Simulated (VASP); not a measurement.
Here is a VASP 6.6.1 calculation.

The input INCAR:

```
SYSTEM = Cu
  PREC = Accurate
  ENCUT = 600
  EDIFF = 1E-6
  ISMEAR = 1
  SIGMA = 0.1
  LREAL = .False.
  LASPH = .True.
  NELM = 80
  ALGO = Normal
  ISIF = 3
  LWAVE = .False.
  LCHARG = .False.
  GGA = MK
  LUSE_VDW = .True.
  AGGAC = 0.0
  PARAM1 = 0.1234
  PARAM2 = 0.711357
  ZAB_VDW = -1.8867
  IBRION = 2
  NSW = 90
  EDIFFG = -0.01
```

KPOINTS

```
regular mesh
0
Gamma
  18 18 18
  0 0 0
```

POSCAR

```
Cu
1.0
    0.0000000000      1.8075000000      1.8075000000
    1.8075000000      0.0000000000      1.8075000000
    1.8075000000      1.8075000000      0.0000000000
Cu
1
Direct
    0.0000000000      0.0000000000      0.0000000000
```

Potentials or basis: VASP PAW PBE potentials, release 64 (Cu).

Command:

```console
$ cat potpaw_PBE.64/Cu/POTCAR > POTCAR
$ mpirun -np 1 vasp_std > vasp.out
```

**Question.** What does it give for the band gap on the k mesh?

**Answer.** None (metal or under the smearing width).

**Question.** Estimate the relaxed volume.

**Answer.** 11.73 Å³/atom.

Step by step:
```csv
step,energy change (eV),largest force (eV/Å),pressure (GPa),volume (Å³)
1,0.0000,0.0000,-0.80,11.81
2,-0.0002,0.0000,0.35,11.71
3,-0.0002,0.0000,0.08,11.73
```

Caveat: the PAW data sets were made with another functional, which shifts forces and pressure a little.
